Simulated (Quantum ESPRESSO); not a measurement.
# KBr (Pm-3m) in Quantum ESPRESSO: equation of state

How stiff is KBr in PBE, and what volume does it want? The cell is scaled to several volumes.

Everything below comes from runs of Quantum ESPRESSO 7.5. Logs are shortened: lines on timing, memory, paths and dates and some standing lists are left out, and cuts for length are marked.

## 1. Starting point

The structure is cubic, space group Pm-3m (No. 221). The conventional cell has a = 4.043 Å, b = 4.043 Å, c = 4.043 Å, α = 90.00°, β = 90.00°, γ = 90.00°. Br (site symmetry m-3m) is surrounded by 8 K at 3.50 Å. K (site symmetry m-3m) has 8 Br at 3.50 Å as nearest neighbours.

Measurements of this composition are mostly on another form, of space group No. 225.

## 2. Single point, PBE, 31.07 Å³/atom

Contents of pw.in:

```
&CONTROL
  calculation = 'scf'
  prefix = 'pwscf'
  outdir = './tmp'
  pseudo_dir = './pseudo'
  tprnfor = .true.
  tstress = .true.
  disk_io = 'nowf'
/
&SYSTEM
  ibrav = 0
  nat = 2
  ntyp = 2
  ecutwfc = 60
  ecutrho = 480
  nbnd = 14
  occupations = 'smearing'
  smearing = 'fd'
  degauss = 0.00367493
/
&ELECTRONS
  conv_thr = 4d-10
  electron_maxstep = 120
  mixing_beta = 0.5
/
ATOMIC_SPECIES
Br    79.9040 br_pbe_v1.4.uspp.F.UPF
K     39.0983 K.pbe-spn-kjpaw_psl.1.0.0.UPF
CELL_PARAMETERS angstrom
   3.9609554510    0.0000000000    0.0000000000
   0.0000000000    3.9609554510    0.0000000000
   0.0000000000    0.0000000000    3.9609554510
ATOMIC_POSITIONS crystal
Br     0.5000000000    0.5000000000    0.5000000000
K      0.0000000000    0.0000000000    0.0000000000
K_POINTS automatic
7 7 7 0 0 0
```

Potentials or basis: SSSP 1.3 efficiency PBE.

Command:

```sh
$ OMP_NUM_THREADS=1 pw.x -in pw.in > pw.out
```

pw.out:

```text
This program is part of the open-source Quantum ESPRESSO suite
     for quantum simulation of materials; please cite
         "P. Giannozzi et al., J. Phys.:Condens. Matter 21 395502 (2009);
         "P. Giannozzi et al., J. Phys.:Condens. Matter 29 465901 (2017);
         "P. Giannozzi et al., J. Chem. Phys. 152 154105 (2020);
     in publications or presentations arising from this work. More details at

     file K.pbe-spn-kjpaw_psl.1.0.0.UPF: wavefunction(s)  3S renormalized
     Message from routine setup:
     using ibrav=0 with symmetry is DISCOURAGED, use correct ibrav instead

     G-vector sticks info
     --------------------
     sticks:   dense  smooth     PW     G-vecs:    dense   smooth      PW
     Sum        2145    1085    305                74509    26193    4139

     Using Slab Decomposition

     bravais-lattice index     =            0
     lattice parameter (alat)  =       7.4851  a.u.
     unit-cell volume          =     419.3691 (a.u.)^3
     number of atoms/cell      =            2
     number of atomic types    =            2
     number of electrons       =        16.00
     number of Kohn-Sham states=           14
     kinetic-energy cutoff     =      60.0000  Ry
     charge density cutoff     =     480.0000  Ry
     scf convergence threshold =      4.0E-10
     mixing beta               =       0.5000
     number of iterations used =            8  plain     mixing
     Exchange-correlation= SLA  PW   PBX  PBC
                           (   1   4   3   4   0   0   0)

     celldm(1)=   7.485121  celldm(2)=   0.000000  celldm(3)=   0.000000
     celldm(4)=   0.000000  celldm(5)=   0.000000  celldm(6)=   0.000000

     crystal axes: (cart. coord. in units of alat)
               a(1) = (   1.000000   0.000000   0.000000 )
               a(2) = (   0.000000   1.000000   0.000000 )
               a(3) = (   0.000000   0.000000   1.000000 )

     reciprocal axes: (cart. coord. in units 2 pi/alat)
               b(1) = (  1.000000  0.000000  0.000000 )
               b(2) = (  0.000000  1.000000  0.000000 )
               b(3) = (  0.000000  0.000000  1.000000 )

     PseudoPot. # 1 for Br read from file:
     br_pbe_v1.4.uspp.F.UPF
     Pseudo is Ultrasoft + core correction, Zval =  7.0
     Generated by new atomic code, or converted to UPF format
     Using radial grid of  879 points,  6 beta functions with:
                l(1) =   0
                l(2) =   0
                l(3) =   1
                l(4) =   1
                l(5) =   2
                l(6) =   2
     Q(r) pseudized with  8 coefficients,  rinner =    1.100   1.100   1.100
                                                       1.100   1.100

     PseudoPot. # 2 for K  read from file:
     K.pbe-spn-kjpaw_psl.1.0.0.UPF
     Pseudo is Projector augmented-wave + core cor, Zval =  9.0
     Generated using "atomic" code by A. Dal Corso  v.5.1
     Shape of augmentation charge: PSQ
     Using radial grid of 1165 points,  6 beta functions with:
                l(1) =   0
                l(2) =   0
                l(3) =   1
                l(4) =   1
                l(5) =   2
                l(6) =   2
     Q(r) pseudized with 0 coefficients

     atomic species   valence    mass     pseudopotential
     Br                7.00    79.90400     Br( 1.00)
     K                 9.00    39.09830     K ( 1.00)

     48 Sym. Ops., with inversion, found

   Cartesian axes

     site n.     atom                  positions (alat units)
         1        Br     tau(   1) = (   0.5000000   0.5000000   0.5000000  )
         2        K      tau(   2) = (   0.0000000   0.0000000   0.0000000  )

     number of k points=    20  Fermi-Dirac smearing, width (Ry)=  0.0037
                       cart. coord. in units 2pi/alat
        k(    1) = (   0.0000000   0.0000000   0.0000000), wk =   0.0058309
        k(    2) = (   0.0000000   0.0000000   0.1428571), wk =   0.0349854
        k(    3) = (   0.0000000   0.0000000   0.2857143), wk =   0.0349854
        k(    4) = (   0.0000000   0.0000000   0.4285714), wk =   0.0349854
        k(    5) = (   0.0000000   0.1428571   0.1428571), wk =   0.0699708
        k(    6) = (   0.0000000   0.1428571   0.2857143), wk =   0.1399417
[... 12 lines left out ...]
        k(   19) = (   0.2857143   0.4285714   0.4285714), wk =   0.1399417
        k(   20) = (   0.4285714   0.4285714   0.4285714), wk =   0.0466472

     Dense  grid:    74509 G-vectors     FFT dimensions: (  54,  54,  54)

     Smooth grid:    26193 G-vectors     FFT dimensions: (  40,  40,  40)

     Initial potential from superposition of free atoms

     starting charge      15.9811, renormalised to      16.0000
     Starting wfcs are   12 randomized atomic wfcs +    2 random wfcs

     Self-consistent Calculation

     iteration #  1     ecut=    60.00 Ry     beta= 0.50
     Davidson diagonalization with overlap
     ethr =  1.00E-02,  avg # of iterations =  6.3

     Threshold (ethr) on eigenvalues was too large:
     Diagonalizing with lowered threshold

     Davidson diagonalization with overlap
     ethr =  2.66E-04,  avg # of iterations =  3.5

     total energy              =    -160.09851964 Ry
     estimated scf accuracy    <       0.04148777 Ry

     iteration #  2     ecut=    60.00 Ry     beta= 0.50
     Davidson diagonalization with overlap
     ethr =  2.59E-04,  avg # of iterations =  3.4

     total energy              =    -160.10642943 Ry
     estimated scf accuracy    <       0.00217999 Ry

     iteration #  3     ecut=    60.00 Ry     beta= 0.50
     Davidson diagonalization with overlap
     ethr =  1.36E-05,  avg # of iterations =  5.0

     total energy              =    -160.10662797 Ry
     estimated scf accuracy    <       0.00050653 Ry

     iteration #  4     ecut=    60.00 Ry     beta= 0.50
     Davidson diagonalization with overlap
     ethr =  3.17E-06,  avg # of iterations =  3.5

     total energy              =    -160.10666906 Ry
     estimated scf accuracy    <       0.00000387 Ry

     iteration #  5     ecut=    60.00 Ry     beta= 0.50
     Davidson diagonalization with overlap
     ethr =  2.42E-08,  avg # of iterations =  2.5

     total energy              =    -160.10667134 Ry
     estimated scf accuracy    <       0.00000050 Ry

     iteration #  6     ecut=    60.00 Ry     beta= 0.50
     Davidson diagonalization with overlap
     ethr =  3.13E-09,  avg # of iterations =  2.0

     total energy              =    -160.10667160 Ry
     estimated scf accuracy    <       0.00000001 Ry

     iteration #  7     ecut=    60.00 Ry     beta= 0.50
     Davidson diagonalization with overlap
     ethr =  6.57E-11,  avg # of iterations =  3.4

     total energy              =    -160.10667161 Ry
     estimated scf accuracy    <          3.1E-09 Ry

     iteration #  8     ecut=    60.00 Ry     beta= 0.50
     Davidson diagonalization with overlap
     ethr =  1.95E-11,  avg # of iterations =  2.0

     End of self-consistent calculation

          k = 0.0000 0.0000 0.0000 (  3287 PWs)   bands (ev):

   -25.7379 -10.0654  -9.1590  -9.1590  -9.1590   2.5612   2.5612   2.5612
     6.9034   8.6201   8.6201  12.5812  12.5812  15.2856

          k = 0.0000 0.0000 0.1429 (  3287 PWs)   bands (ev):

   -25.7354 -10.1003  -9.1545  -9.1545  -9.1200   2.0969   2.5644   2.5644
     7.4031   8.7835   9.0866  12.5224  12.5224  12.6681

          k = 0.0000 0.0000 0.2857 (  3290 PWs)   bands (ev):

   -25.7298 -10.1760  -9.1441  -9.1441  -9.0318   1.2958   2.5710   2.5710
     8.3963   9.2524  10.1404  12.4794  12.4794  13.1534

          k = 0.0000 0.0000 0.4286 (  3290 PWs)   bands (ev):

   -25.7253 -10.2344  -9.1358  -9.1358  -8.9599   0.7797   2.5758   2.5758
     9.3654   9.8777  10.7950  11.9779  12.5945  12.5946

          k = 0.0000 0.1429 0.1429 (  3263 PWs)   bands (ev):

   -25.7330 -10.1111  -9.1919  -9.1501  -9.0686   2.0206   2.2556   2.5757
     7.8310   9.0652   9.3656  12.1844  12.3872  12.9606

          k = 0.0000 0.1429 0.2857 (  3291 PWs)   bands (ev):

   -25.7274 -10.1433  -9.1985  -9.1402  -9.0201   1.3621   2.2414   2.6007
     8.6675   9.4408  10.2778  11.9578  12.2054  12.9581

          k = 0.0000 0.1429 0.4286 (  3310 PWs)   bands (ev):

   -25.7229 -10.1756  -9.1774  -9.1323  -8.9985   0.8837   2.2879   2.6205
     9.4843   9.7626  10.7795  11.9809  12.0545  12.4827

          k = 0.0000 0.2857 0.2857 (  3285 PWs)   bands (ev):

   -25.7220 -10.0719  -9.2654  -9.1315  -9.0455   1.4265   1.7201   2.6689
     8.9899   9.4549  11.0530  11.4563  12.1281  12.3415

          k = 0.0000 0.2857 0.4286 (  3308 PWs)   bands (ev):

   -25.7177 -10.0208  -9.2656  -9.1245  -9.1115   1.1296   1.7386   2.7253
     8.8775   9.5733  11.3335  11.5896  11.6693  12.5173

          k = 0.0000 0.4286 0.4286 (  3295 PWs)   bands (ev):

   -25.7135  -9.8520  -9.3240  -9.2577  -9.1181   1.3258   1.3814   2.8141
     8.2571   9.4449  10.9784  11.0977  12.8779  12.9502

          k = 0.1429 0.1429 0.1429 (  3278 PWs)   bands (ev):

   -25.7305 -10.1074  -9.1867  -9.1867  -9.0372   2.0033   2.2603   2.2603
     8.2451   9.4658   9.4658  12.0698  12.0698  12.8691

          k = 0.1429 0.1429 0.2857 (  3293 PWs)   bands (ev):

   -25.7250 -10.1088  -9.2058  -9.1750  -9.0179   1.4285   2.2606   2.2701
     9.0138   9.7194  10.2856  11.8717  11.8942  12.2164

          k = 0.1429 0.1429 0.4286 (  3305 PWs)   bands (ev):

   -25.7206 -10.1199  -9.1804  -9.1656  -9.0310   0.9707   2.2775   2.3602
     9.7284   9.9633  10.3281  11.8359  11.9410  12.2893

          k = 0.1429 0.2857 0.2857 (  3281 PWs)   bands (ev):

   -25.7197 -10.0318  -9.2588  -9.1747  -9.0526   1.5006   1.7180   2.3291
     9.3642   9.8926  10.7576  11.2985  11.6740  12.1282

          k = 0.1429 0.2857 0.4286 (  3287 PWs)   bands (ev):

   -25.7154  -9.9742  -9.2599  -9.1645  -9.1258   1.1729   1.7419   2.3946
     9.1353  10.0939  10.6581  11.3128  12.1629  12.3641

          k = 0.1429 0.4286 0.4286 (  3294 PWs)   bands (ev):

   -25.7112  -9.8178  -9.3163  -9.2594  -9.1517   1.3289   1.3695   2.4529
     8.5542  10.0533  10.8178  10.8953  12.8428  12.8921

          k = 0.2857 0.2857 0.2857 (  3287 PWs)   bands (ev):

   -25.7145  -9.9365  -9.2440  -9.2440  -9.0997   1.6556   1.7122   1.7122
     9.9866  10.3631  10.3631  10.8168  11.9423  11.9423

          k = 0.2857 0.2857 0.4286 (  3298 PWs)   bands (ev):

   -25.7103  -9.8555  -9.2575  -9.2321  -9.1823   1.2667   1.7068   1.8197
     9.5705  10.1310  10.6118  11.4158  12.1075  12.3830

          k = 0.2857 0.4286 0.4286 (  3288 PWs)   bands (ev):

   -25.7062  -9.7353  -9.2989  -9.2681  -9.2256   1.3335   1.3416   1.7826
     9.3324  10.4612  10.5302  11.4158  12.5751  12.6580

          k = 0.4286 0.4286 0.4286 (  3292 PWs)   bands (ev):

   -25.7022  -9.6608  -9.2848  -9.2848  -9.2810   1.3183   1.3183   1.3499
    10.0675  10.3527  10.3527  12.2688  12.4399  12.4399

     the Fermi energy is     5.2797 ev

!    total energy              =    -160.10667161 Ry
     estimated scf accuracy    <          1.1E-10 Ry
     smearing contrib. (-TS)   =      -0.00000000 Ry
     internal energy E=F+TS    =    -160.10667161 Ry

     The total energy is F=E-TS. E is the sum of the following terms:
     one-electron contribution =     -21.09245867 Ry
     hartree contribution      =      16.67440679 Ry
     xc contribution           =     -37.49378494 Ry
     ewald contribution        =     -62.77688830 Ry
     one-center paw contrib.   =     -55.41794649 Ry

     convergence has been achieved in   8 iterations

     Forces acting on atoms (cartesian axes, Ry/au):

     atom    1 type  1   force =     0.00000000    0.00000000    0.00000000
     atom    2 type  2   force =     0.00000000    0.00000000    0.00000000

     Total force =     0.000000     Total SCF correction =     0.000000

     Computing stress (Cartesian axis) and pressure

          total   stress  (Ry/bohr**3)                   (kbar)     P=       10.26
   0.00006975   0.00000000   0.00000000           10.26        0.00        0.00
   0.00000000   0.00006975   0.00000000            0.00       10.26        0.00
   0.00000000   0.00000000   0.00006975            0.00        0.00       10.26

=------------------------------------------------------------------------------=
   JOB DONE.
=------------------------------------------------------------------------------=
```

Run time: 28 s. Hardware: 1 thread of Arm Neoverse V1, shared host; peak memory 0.3 GiB.

What came out:

- Free energy: -2178.3622 eV
- Pressure: 1.0 GPa
- Band gap on the k mesh: 4.09 eV, indirect (least direct gap 4.34 eV)

Caveat: an odd mesh through Γ misses points on the zone boundary, where band edges often lie.

(Continued in part 2 of 2.)
